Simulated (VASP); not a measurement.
# SnSe2 (P-3m1) in VASP: dielectric tensor with PBE

Aim: the dielectric tensor of SnSe2 with PBE.

All numbers are computed with VASP 6.6.1; they aren't measurements. Logs are shortened: lines on timing, memory, paths and dates and some standing lists are left out, and cuts for length are marked.

**1. The crystal as given**

It takes space group P-3m1 (No. 164, trigonal). Conventional cell: a = 3.825 Å, b = 3.825 Å, c = 6.227 Å, α = 90.00°, β = 90.00°, γ = 120.00°. Around Sn (site symmetry -3m) lie 6 Se at 2.71 Å. Se (site symmetry 3m) has 3 Sn at 2.71 Å as nearest neighbours.

**2. Dielectric tensor, PBE**

INCAR reads:

```
PREC     = Accurate       # precision mode
ENCUT    = 520            # plane-wave cutoff, eV
EDIFF    = 1E-8           # SCF threshold, eV
ISMEAR   = 0              # smearing method
SIGMA    = 0.01           # smearing width, eV
LREAL    = F              # projectors in reciprocal space
LASPH    = T              # aspherical terms in the spheres
NELM     = 100            # most SCF steps
ALGO     = Normal         # electronic algorithm
ISIF     = 2              # what is computed and relaxed
LWAVE    = F              # write WAVECAR
LCHARG   = F              # write CHGCAR
GGA      = PE             # functional
LEPSILON = T              # dielectric tensor by DFPT
```

KPOINTS reads:

```
Automatic mesh
0
Gamma
  6 6 4
```

POSCAR reads:

```
SnSe2
1.0
    3.8251636844      0.0000000000      0.0000000000
   -1.9125818422      3.3126889243      0.0000000000
    0.0000000000      0.0000000000      6.2270591582
Sn Se
1 2
Direct
    0.0000000000      0.0000000000      0.0000000000
    0.3333333333      0.6666666667      0.2530759000
    0.6666666667      0.3333333333      0.7469241000
```

Potentials or basis: VASP PAW PBE potentials, release 64 (Sn_d, Se).

Launch:

```bash
> cat potpaw_PBE.64/Sn_d/POTCAR potpaw_PBE.64/Se/POTCAR > POTCAR
> mpirun -np 1 vasp_std > vasp.out
```

OUTCAR:

```text
PREC = Accurate
   ENCUT = 520
   EDIFF = 1E-8
   ISMEAR = 0
   LREAL = F
   LASPH = T
   NELM = 100
   ISIF = 2
   GGA = PE
   LEPSILON = T

 ion  position               nearest neighbor table
   1  0.000  0.000  0.000-   2 2.71   3 2.71   2 2.71   3 2.71   3 2.71   2 2.71
   2  0.333  0.667  0.253-   1 2.71   1 2.71   1 2.71
   3  0.667  0.333  0.747-   1 2.71   1 2.71   1 2.71

  LATTYP: Found a hexagonal cell.
 ALAT       =     3.8251636844
 C/A-ratio  =     1.6279196583

  Lattice vectors:

 A1 = (   3.8251636844,   0.0000000000,   0.0000000000)
 A2 = (  -1.9125818422,   3.3126889243,   0.0000000000)
 A3 = (   0.0000000000,   0.0000000000,   6.2270591582)

Analysis of symmetry for initial positions (statically):
=====================================================================
 Subroutine PRICEL returns:
 Original cell was already a primitive cell.

 Routine SETGRP: Setting up the symmetry group for a
 hexagonal supercell.

 Subroutine GETGRP returns: Found 12 space group operations
 (whereof 12 operations were pure point group operations)
 out of a pool of 24 trial point group operations.

The static configuration has the point symmetry D_3d.

Analysis of symmetry for dynamics (positions and initial velocities):
=====================================================================
 Subroutine PRICEL returns:
 Original cell was already a primitive cell.

 Routine SETGRP: Setting up the symmetry group for a
 hexagonal supercell.

 Subroutine GETGRP returns: Found 12 space group operations
 (whereof 12 operations were pure point group operations)
 out of a pool of 24 trial point group operations.

The dynamic configuration has the point symmetry D_3d.

 Subroutine INISYM returns: Found 12 space group operations
 (whereof 12 operations are pure point group operations),
 and found     1 'primitive' translations

----------------------------------------------------------------------------------------

                                     Primitive cell

  volume of cell :      78.9067

  direct lattice vectors                    reciprocal lattice vectors
     3.825163684  0.000000000  0.000000000     0.261426721  0.150934788  0.000000000
    -1.912581842  3.312688924  0.000000000     0.000000000  0.301869576  0.000000000
     0.000000000  0.000000000  6.227059158     0.000000000  0.000000000  0.160589449

  length of vectors
     3.825163684  3.825163684  6.227059158     0.301869576  0.301869576  0.160589449

  position of ions in fractional coordinates (direct lattice)
     0.000000000  0.000000000  0.000000000
     0.333333333  0.666666667  0.253075900
     0.666666667  0.333333333  0.746924100

  ion indices of the primitive-cell ions
   primitive index   ion index
                 1           1
                 2           2
                 3           3

----------------------------------------------------------------------------------------

 KPOINTS: Automatic mesh

Automatic generation of k-mesh.
 Grid dimensions read from file:
 generate k-points for:    6    6    4

 Generating k-lattice:

  Cartesian coordinates                     Fractional coordinates (reciprocal lattice)
     0.043571120  0.025155798  0.000000000     0.166666667  0.000000000  0.000000000
     0.000000000  0.050311596  0.000000000     0.000000000  0.166666667  0.000000000
     0.000000000  0.000000000  0.040147362     0.000000000  0.000000000  0.250000000

  Length of vectors
     0.050311596  0.050311596  0.040147362

  Shift w.r.t. Gamma in fractional coordinates (k-lattice)
     0.000000000  0.000000000  0.000000000

 Subroutine IBZKPT returns following result:
 ===========================================

 Found     24 irreducible k-points:

[... 71 lines left out ...]
   AEXX    =    0.0000 exact exchange contribution
   IVDW    =     0    specifies the selected vdW correction
   LEPSILON=     T    determine dielectric tensor
   LRPA    =     F    only Hartree local field effects (RPA)
 non-spin polarized calculation
 Gauss-broadening in eV      SIGMA  =   0.01
  energy-cutoff  :      520.00
  volume of cell :       78.91
 maximum number of plane-waves:      2148
   NGX = 15   NGY = 15   NGZ = 23

--------------------------------------- Ionic step        1  -------------------------------------------

 number of electron      26.0000000 magnetization

 E-fermi :   3.9465     XC(G=0):  -9.3727

 val. band max:        3.8923676412   @ k =   0.1667   0.0000   0.0000
 cond. band min:       4.6792607777   @ k =   0.5000  -0.0000   0.5000
 fundamental gap:      0.7868931365
 Fermi energy:         3.9464663811

 k-point     1 :       0.0000    0.0000    0.0000
  band No.  band energies     occupation
      1     -17.2880      2.00000
      2     -17.2880      2.00000
      3     -17.2523      2.00000
      4     -17.2402      2.00000
      5     -17.2402      2.00000
      6      -9.8290      2.00000
[... 457 lines left out ...]
      4     -17.2391      2.00000
      5     -17.2217      2.00000
      6      -7.8180      2.00000
[... 9 lines left out ...]
     16       8.4683      0.00000
     17       9.9820      0.00000

  FORCE on cell =-STRESS in cart. coord.  units (eV):
  Direction    XX          YY          ZZ          XY          YZ          ZX
  --------------------------------------------------------------------------------------
  -------------------------------------------------------------------------------------
  Total        1.4778218      1.4778218      1.4788088     -0.0000000      0.0000000     -0.0000000
  in kB       30.0067513     30.0067513     30.0267920     -0.0000000      0.0000000     -0.0000000
  external PRESSURE =      30.0134315 kB  Pullay stress =       0.0000000 kB

 VOLUME and BASIS-vectors are now :
 -----------------------------------------------------------------------------
  energy-cutoff  :      520.00
  volume of cell :       78.91
      direct lattice vectors                 reciprocal lattice vectors
     3.825163684  0.000000000  0.000000000     0.261426721  0.150934788  0.000000000
    -1.912581842  3.312688924  0.000000000     0.000000000  0.301869576  0.000000000
     0.000000000  0.000000000  6.227059158     0.000000000  0.000000000  0.160589449

 POSITION                                       TOTAL-FORCE (eV/Angst)
 -----------------------------------------------------------------------------------
      0.00000      0.00000      0.00000         0.000000      0.000000      0.000000
     -0.00000      2.20846      1.57592         0.000000      0.000000      0.262100
      1.91258      1.10423      4.65114        -0.000000     -0.000000     -0.262100
 -----------------------------------------------------------------------------------
    total drift:                               -0.000000     -0.000000      0.000000

  FREE ENERGIE OF THE ION-ELECTRON SYSTEM (eV)
  ---------------------------------------------------
  free  energy   TOTEN  =       -11.8127385309 eV

  energy  without entropy=      -11.8127385309  energy(sigma->0) =      -11.81273853

 HEAD OF MICROSCOPIC STATIC DIELECTRIC TENSOR (INDEPENDENT PARTICLE, excluding Hartree and local field effects)
 ------------------------------------------------------
          14.188472     0.000000     0.000000
           0.000000    14.188472     0.000000
           0.000000     0.000000    12.623514
 ------------------------------------------------------

 Free energy of the ion-electron system (eV)
  ---------------------------------------------------
  ---------------------------------------------------
  free energy    TOTEN  =        -2.94241684 eV

  energy without entropy =       -2.94241684

------------------------ aborting loop because EDIFF is reached ----------------------------------------

--------------------------------------- Ionic step        2  -------------------------------------------

------------------------ aborting loop because EDIFF is reached ----------------------------------------

--------------------------------------- Ionic step        3  -------------------------------------------

 Free energy of the ion-electron system (eV)
  ---------------------------------------------------
  ---------------------------------------------------
  free energy    TOTEN  =        -2.04881535 eV

  energy without entropy =       -2.04881535

------------------------ aborting loop because EDIFF is reached ----------------------------------------

 PIEZOELECTRIC TENSOR FIELD DIRECTION 3  (e Angst)
 -----------------------------------------------------------------------------
     0.00320  0.00000 -0.00000           (  0.00002  0.00000  0.00000)
     0.00000  0.00320 -0.00000           (  0.00000  0.00002 -0.00000)
     0.00000 -0.00000 -0.00715           (  0.00000 -0.00000 -0.00002)

 PIEZOELECTRIC TENSOR FIELD DIRECTION 3  (C/m^2)
 -----------------------------------------------------------------------------
     0.00065  0.00000 -0.00000
     0.00000  0.00065 -0.00000
     0.00000 -0.00000 -0.00145

 MACROSCOPIC STATIC DIELECTRIC TENSOR (including local field effects in DFT)
 ------------------------------------------------------
          13.544627     0.000000     0.000000
           0.000000    13.544627    -0.000000
           0.000000     0.000000     9.796122
 ------------------------------------------------------

 PIEZOELECTRIC TENSOR (including local field effects)  for field in x, y, z        (e  Angst)
          XX          YY          ZZ          XY          YZ          ZX
  --------------------------------------------------------------------------------
  x     0.00000     0.00000     0.00000     0.00000     0.00000     0.00000
  y     0.00000     0.00000     0.00000     0.00000     0.00000     0.00000
  z     0.00000     0.00000     0.00000     0.00000     0.00000     0.00000

 PIEZOELECTRIC TENSOR (including local field effects)  for field in x, y, z        (C/m^2)
          XX          YY          ZZ          XY          YZ          ZX
  --------------------------------------------------------------------------------
  x     0.00000     0.00000     0.00000     0.00000     0.00000     0.00000
  y     0.00000     0.00000     0.00000     0.00000     0.00000     0.00000
  z     0.00000     0.00000     0.00000     0.00000     0.00000     0.00000

 BORN EFFECTIVE CHARGES (including local field effects) (in |e|, cummulative output)
 ---------------------------------------------------------------------------------
 ion    1
    1     5.25697     0.00000     0.00000
    2     0.00000     5.25697    -0.00000
    3     0.00000     0.00000     1.88816
 ion    2
    1    -2.62849     0.00000     0.00000
    2     0.00000    -2.62849    -0.00000
    3     0.00000     0.00000    -0.94408
 ion    3
    1    -2.62849     0.00000     0.00000
    2     0.00000    -2.62849    -0.00000
    3     0.00000     0.00000    -0.94408
```

Wall time 3.4 min (1 thread of Intel Xeon 6975P-C (Granite Rapids), shared host); peak memory 0.32 GiB.

What came out:

- Band gap on the k mesh: 0.79 eV, indirect (least direct gap 1.12 eV)
- Electronic dielectric tensor (diagonal): 13.54, 13.54, 9.80
- Born charges (mean of the diagonal): Sn +4.13; Se -2.07 e

Electronic dielectric tensor:
```
13.54  0.00  0.00
 0.00 13.54  0.00
 0.00  0.00  9.80
```

Born effective charge tensors (e):
atom 1, Sn
```
5.26 0.00 0.00
0.00 5.26 0.00
0.00 0.00 1.89
```
atom 2, Se
```
-2.63  0.00  0.00
 0.00 -2.63  0.00
 0.00  0.00 -0.94
```
atom 3, Se
```
-2.63  0.00  0.00
 0.00 -2.63  0.00
 0.00  0.00 -0.94
```

Caveat: spin-orbit coupling is left out, which moves the levels of the heavy elements; this functional lacks dispersion, which binds the layers, so the pressure and a relaxed spacing across them are unreliable. A k mesh can miss the band edges.
